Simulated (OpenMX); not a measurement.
The system is CuAu.

```
CELL_PARAMETERS angstrom
1.44306 0.83315 4.25617
-1.44306 0.83315 4.25617
0.00000 -1.66630 4.25617
ATOMIC_POSITIONS crystal
Au 0.00000 0.00000 0.00000
Cu 0.50000 0.50000 0.50000
```

The cell comes from a database or a generator and needn't be the stable form of this composition.

Base run:

```yaml
Program: OpenMX 3.8.5
Functional: PBE
Dispersion: D3(BJ)
Potentials_or_basis: OpenMX 2013 PBE set, Au7.0-s3p2d2f1, Cu6.0H-s3p2d2, grid cutoff 500 Ry
k_mesh: 9 × 9 × 9
Occupations: fermi-dirac, width 0.05 eV
Spin: no spin polarisation
```

Its results: band gap on the k mesh none (metal or under the smearing width); pressure -0.8 GPa.

Task: The run is repeated on the same cell with these changes: dispersion from D3(BJ) to none. What comes out?

Result: Band gap on the k mesh none (metal or under the smearing width); pressure 5.4 GPa.

Dispersion adds attraction, which lowers the pressure at fixed volume and, as a term added to the energy, leaves the levels alone.

Caveats: the basis of atomic orbitals isn't converged, which shifts pressures, moduli and gaps; pairwise dispersion overbinds metals, which lowers pressure and volume (some runs).
